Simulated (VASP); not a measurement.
# Se (P3_121) in VASP: further runs

One crystal, Se, is run at these levels: HSE06; tasks: single point.

Everything below comes from runs of VASP 6.6.1. Logs are shortened: lines on timing, memory, paths and dates and some standing lists are left out, and cuts for length are marked.

### 1 Starting point

Symmetry: P3_121, No. 152, trigonal system. The conventional cell has a = 4.366 Å, b = 4.366 Å, c = 4.954 Å, α = 90.00°, β = 90.00°, γ = 120.00°. Around Se (site symmetry 2) lie 2 Se at 2.37 Å.

### 2 Single point, HSE06

File POSCAR:

```
Se
1.0
    4.3662000000      0.0000000000      0.0000000000
   -2.1831000000      3.7812401180      0.0000000000
    0.0000000000      0.0000000000      4.9536000000
Se
3
Direct
    0.7746000000      0.7746000000      0.0000000000
    0.0000000000      0.2254000000      0.6666666667
    0.2254000000      0.0000000000      0.3333333333
```

File INCAR.step1:

```
SYSTEM = Se
PREC = Accurate
ENCUT = 460
EDIFF = 1E-5
ISMEAR = 0
SIGMA = 0.01
LREAL = .FALSE.
LASPH = .TRUE.
NELM = 100
ALGO = Normal
ISIF = 2
LWAVE = .TRUE.
LCHARG = .FALSE.
NKRED = 1
NBANDS = 17
GGA = PE
```

File INCAR.step2:

```
SYSTEM = Se
PREC = Accurate
ENCUT = 460
EDIFF = 1E-6
ISMEAR = 0
SIGMA = 0.01
LREAL = .FALSE.
LASPH = .TRUE.
NELM = 100
ALGO = Normal
ISIF = 2
LWAVE = .FALSE.
LCHARG = .FALSE.
GGA = PE
LHFCALC = .TRUE.
HFSCREEN = 0.2
PRECFOCK = Fast
NKRED = 1
NBANDS = 17
ISTART = 1
```

File KPOINTS:

```
Automatic mesh
0
G
  3 3 3
  0 0 0
```

Potentials or basis: VASP PAW PBE potentials, release 64 (Se).

The run is started by

```console
$ cat potpaw_PBE.64/Se/POTCAR > POTCAR
$ cp INCAR.step1 INCAR
$ mpirun -np 1 vasp_std > vasp.out
$ cp INCAR.step2 INCAR
$ mpirun -np 1 vasp_std > vasp.out
```

OUTCAR:

```text
SYSTEM = Se
   PREC = Accurate
   ENCUT = 460
   EDIFF = 1E-6
   ISMEAR = 0
   LREAL = .FALSE.
   LASPH = .TRUE.
   NELM = 100
   ISIF = 2
   GGA = PE
   LHFCALC = .TRUE.
   HFSCREEN = 0.2
   PRECFOCK = Fast
   NKRED = 1
   ISTART = 1

 Found      7 irreducible k-points:

 Following reciprocal coordinates:
            Coordinates               Weight
  0.000000  0.000000  0.000000      1.000000
  0.333333  0.000000  0.000000      6.000000
  0.333333  0.333333  0.000000      2.000000
  0.000000  0.000000  0.333333      2.000000
  0.333333  0.000000  0.333333      6.000000
  0.000000  0.333333  0.333333      6.000000
   k-points           NKPTS =      7   k-points in BZ     NKDIM =     27   number of bands    NBANDS=     17
   number of dos      NEDOS =    301   number of ions     NIONS =      3
   total plane-waves  NPLWV =  36864
   dimension x,y,z NGX =    32 NGY =   32 NGZ =   36
   dimension x,y,z NGXF=    64 NGYF=   64 NGZF=   72
   ions per type =               3
   NGX,Y,Z   is equivalent  to a cutoff of  12.18, 12.18, 12.08 a.u.
   NGXF,Y,Z  is equivalent  to a cutoff of  24.37, 24.37, 24.16 a.u.
 SYSTEM =  Se
   PREC   = accura    normal or accurate (medium, high low for compatibility)
   ISTART =      1    job   : 0-new  1-cont  2-samecut
   ICHARG =      0    charge: 1-file 2-atom 10-const
   ISPIN  =      1    spin polarized calculation?
   LNONCOLLINEAR =      F non collinear calculations
   LSORBIT =      F    spin-orbit coupling
   LASPH  =      T    aspherical Exc in radial PAW
   ENCUT  =  460.0 eV  33.81 Ry    5.81 a.u.   7.64  7.64  8.66*2*pi/ulx,y,z
   NELM   =    100;   NELMIN=  2; NELMDL=  0     # of ELM steps
   EDIFF  = 0.1E-05   stopping-criterion for ELM
   LREAL  =      F    real-space projection
   EDIFFG = 0.1E-04   stopping-criterion for IOM
   NSW    =      0    number of steps for IOM
   IBRION =     -1    ionic relax: 0-MD 1-quasi-New 2-CG
   NFREE  =      0    steps in history (QN), initial steepest desc. (CG)
   ISIF   =      2    stress and relaxation
   ISYM   =      3    0-nonsym 1-usesym 2-fastsym
   POTIM  = 0.5000    time-step for ionic-motion
   TEBEG  =    0.0;   TEEND  =   0.0 temperature during run
   PSTRESS=    0.0 pullay stress
   NELECT =      18.0000    total number of electrons
   NUPDOWN=      -1.0000    fix difference up-down
   EMIN   =  10.00;   EMAX   =-10.00  energy-range for DOS
   EFERMI =   0.00;   METHOD = LEGACY
   ISMEAR =     0;   SIGMA  =   0.01  broadening in eV -4-tet -1-fermi 0-gaus
   EFERMI_NEDOS =   21; number of points for ismear=-14 and -15
   IALGO  =     38    algorithm
   IMIX   =      1    mixing-type and parameters
     AMIX     =   0.40;   BMIX     =  1.00
     AMIX_MAG =   1.60;   BMIX_MAG =  1.00
  volume/ion in A,a.u.               =      27.26       183.96
  Fermi-wavevector in a.u.,A,eV,Ry     =   0.988430  1.867862 13.292817  0.976995
  Thomas-Fermi vector in A             =   2.119956
   LORBIT       =      0    0 simple, 1 ext, 2 COOP (PROOUT), +10 PAW based schemes
   GGA     = PE    functional components
   LHFCALC =     T    Hartree Fock is set to
   PRECFOCK=fast      Normal, Fast or Accurate (Low or Medium for compatibility)
   ENCUT4O =  -1.0   cutoff for four orbital integrals eV
   NKREDX  =     1    reduce k-point grid by
   NKREDY  =     1    reduce k-point grid by
   NKREDZ  =     1    reduce k-point grid by
   AEXX    =    0.2500 exact exchange contribution
   HFSCREEN=    0.2000 screening length (either q_TF or 0.3 A-1)
   HFSCREENC=   0.2000 screening length for correlation (either q_TF or 0.3 A-1)
   ENCUTFOCK=  -1.0 apply spherical cutoff to Coloumb kernel
   IVDW    =     0    specifies the selected vdW correction
   LEPSILON=     F    determine dielectric tensor
   LRPA    =     F    only Hartree local field effects (RPA)
 non-spin polarized calculation
 Gauss-broadening in eV      SIGMA  =   0.01
  energy-cutoff  :      460.00
  volume of cell :       81.78
 maximum number of plane-waves:      1847
 NGX is ok and might be reduce to    30
  NGX = 16; NGY = 16; NGZ = 18

 number of electron      18.0000003 magnetization

 Free energy of the ion-electron system (eV)
  ---------------------------------------------------
  ext. energy  EPLUGINS =         0.00000000
  ---------------------------------------------------
  free energy    TOTEN  =       -13.28609661 eV

  energy without entropy =      -13.28609661  energy(sigma->0) =      -13.28609661

 E-fermi :   2.0042     XC(G=0):  -7.3646

 val. band max:        1.8830967790   @ k =   0.0000   0.3333   0.3333
 cond. band min:       4.2382033914   @ k =   0.0000   0.0000   0.3333
 fundamental gap:      2.3551066124
 Fermi energy:         2.0042047963

 k-point     1 :       0.0000    0.0000    0.0000
  band No.  band energies     occupation
      1     -15.1864      2.00000
      2     -10.6051      2.00000
      3     -10.6051      2.00000
      4      -1.9099      2.00000
      5      -1.9099      2.00000
      6      -1.8788      2.00000
[... 9 lines left out ...]
     16      11.5421      0.00000
     17      11.8859      0.00000

 k-point     2 :       0.3333    0.0000    0.0000
  band No.  band energies     occupation
      1     -14.8022      2.00000
      2     -10.9924      2.00000
      3     -10.5654      2.00000
      4      -3.3194      2.00000
      5      -2.7084      2.00000
      6      -1.7722      2.00000
[... 9 lines left out ...]
     16      12.7285      0.00000
     17      12.9566      0.00000

 k-point     3 :       0.3333    0.3333    0.0000
  band No.  band energies     occupation
      1     -14.5712      2.00000
      2     -10.9138      2.00000
      3     -10.9138      2.00000
      4      -3.2277      2.00000
      5      -3.2277      2.00000
      6      -0.9462      2.00000
[... 9 lines left out ...]
     16      13.0027      0.00000
     17      13.0027      0.00000

 k-point     4 :       0.0000    0.0000    0.3333
  band No.  band energies     occupation
      1     -14.6085      2.00000
      2     -12.9640      2.00000
      3      -8.4594      2.00000
      4      -2.8273      2.00000
      5      -1.6175      2.00000
      6      -1.5088      2.00000
[... 9 lines left out ...]
     16      11.2946      0.00000
     17      11.3914      0.00000

 k-point     5 :       0.3333    0.0000    0.3333
  band No.  band energies     occupation
      1     -14.2632      2.00000
      2     -12.7458      2.00000
      3      -9.2698      2.00000
      4      -3.5506      2.00000
      5      -2.8003      2.00000
      6      -1.8484      2.00000
[... 9 lines left out ...]
     16      11.6377      0.00000
     17      12.7513      0.00000

 k-point     6 :       0.0000    0.3333    0.3333
  band No.  band energies     occupation
      1     -14.2560      2.00000
      2     -12.7694      2.00000
      3      -9.2078      2.00000
      4      -3.7829      2.00000
      5      -2.8865      2.00000
      6      -1.8617      2.00000
[... 9 lines left out ...]
     16      12.0409      0.00000
     17      13.9152      0.00000

 [... further k-points ...]

------------------------ aborting loop because EDIFF is reached ----------------------------------------

  FORCE on cell =-STRESS in cart. coord.  units (eV):
  Direction    XX          YY          ZZ          XY          YZ          ZX
  --------------------------------------------------------------------------------------
  -------------------------------------------------------------------------------------
  Total        0.3993293      0.3993293      0.1060916      0.0000000      0.0000000     -0.0000000
  in kB        7.8231739      7.8231739      2.0784169      0.0000000      0.0000000     -0.0000000
  external PRESSURE =       5.9082549 kB  Pullay stress =       0.0000000 kB

 VOLUME and BASIS-vectors are now :
 -----------------------------------------------------------------------------
  energy-cutoff  :      460.00
  volume of cell :       81.78
      direct lattice vectors                 reciprocal lattice vectors
     4.366200000  0.000000000  0.000000000     0.229032110  0.132231751  0.000000000
    -2.183100000  3.781240118  0.000000000     0.000000000  0.264463501  0.000000000
     0.000000000  0.000000000  4.953600000     0.000000000  0.000000000  0.201873385

 POSITION                                       TOTAL-FORCE (eV/Angst)
 -----------------------------------------------------------------------------------
      1.69103      2.92895      0.00000         0.108742      0.188347      0.000000
     -0.49207      0.85229      3.30240         0.108742     -0.188347      0.000000
      0.98414      0.00000      1.65120        -0.217484      0.000000     -0.000000
 -----------------------------------------------------------------------------------
    total drift:                               -0.000001      0.000001      0.000000

  FREE ENERGIE OF THE ION-ELECTRON SYSTEM (eV)
  ---------------------------------------------------
  free  energy   TOTEN  =       -13.2860966064 eV

  energy  without entropy=      -13.2860966064  energy(sigma->0) =      -13.28609661
```

Run time: 60 s. Hardware: 1 thread of Intel Xeon Platinum 8559C (Emerald Rapids), shared host; peak memory 0.27 GiB.

These settings aren't checked as converged: the numbers below hold their error.

Results:

```
Free energy            : -13.2861 eV
Pressure               : 0.6 GPa
Largest force          : 0.217 eV/Å
Band gap on the k mesh : 2.36 eV, indirect (least direct gap 2.51 eV)
```

Caveat: the k mesh is coarse (spacing up to 0.55 Å⁻¹), so the values aren't converged, least of all with exact exchange; the PAW data sets were made with another functional, which shifts forces and pressure a little; an odd mesh through Γ misses points on the zone boundary, where band edges often lie.

### 3 Single point, HSE06

POSCAR is that of step 2.

Changes to INCAR.step1 since step 2:

```diff
@@ -2,3 +2,3 @@
 PREC = Accurate
-ENCUT = 460
+ENCUT = 400
 EDIFF = 1E-5
```

Changes to INCAR.step2 since step 2:

```diff
@@ -2,3 +2,3 @@
 PREC = Accurate
-ENCUT = 460
+ENCUT = 400
 EDIFF = 1E-6
@@ -16,3 +16,3 @@
 HFSCREEN = 0.2
-PRECFOCK = Fast
+PRECFOCK = Normal
 NKRED = 1
```

File KPOINTS:

```
Automatic mesh
0
G
  4 4 3
  0 0 0
```

Potentials or basis: VASP PAW PBE potentials, release 64 (Se).

The run is started by

```console
$ cat potpaw_PBE.64/Se/POTCAR > POTCAR
$ cp INCAR.step1 INCAR
$ mpirun -np 1 vasp_std > vasp.out
$ cp INCAR.step2 INCAR
$ mpirun -np 1 vasp_std > vasp.out
```

Wall time 5.1 min (1 thread of Intel Xeon Platinum 8559C (Emerald Rapids), shared host); peak memory 0.26 GiB.

The run converged, but some of its settings lie outside the range that counts as converged, so its numbers aren't taken as properties of the crystal.

Results:

```
Free energy            : -13.2920 eV
Pressure               : 0.5 GPa
Largest force          : 0.212 eV/Å
Band gap on the k mesh : 2.44 eV, indirect (least direct gap 2.82 eV)
```

Caveat: the k mesh is coarse (spacing up to 0.42 Å⁻¹), so the values aren't converged, least of all with exact exchange; the PAW data sets were made with another functional, which shifts forces and pressure a little; an odd mesh through Γ misses points on the zone boundary, where band edges often lie.

### 4 For comparison

An earlier run on the cell as given: functional PBEsol; potentials or basis VASP PAW PBE potentials, release 64 (Se); cutoff 520 eV; k mesh 7 × 7 × 6; occupations fermi-dirac, width 0.05 eV; no spin polarisation.

- Pressure: 0.4 GPa
- Largest force: 0.333 eV/Å
- Band gap on the k mesh: 1.14 eV, indirect (least direct gap 1.43 eV)
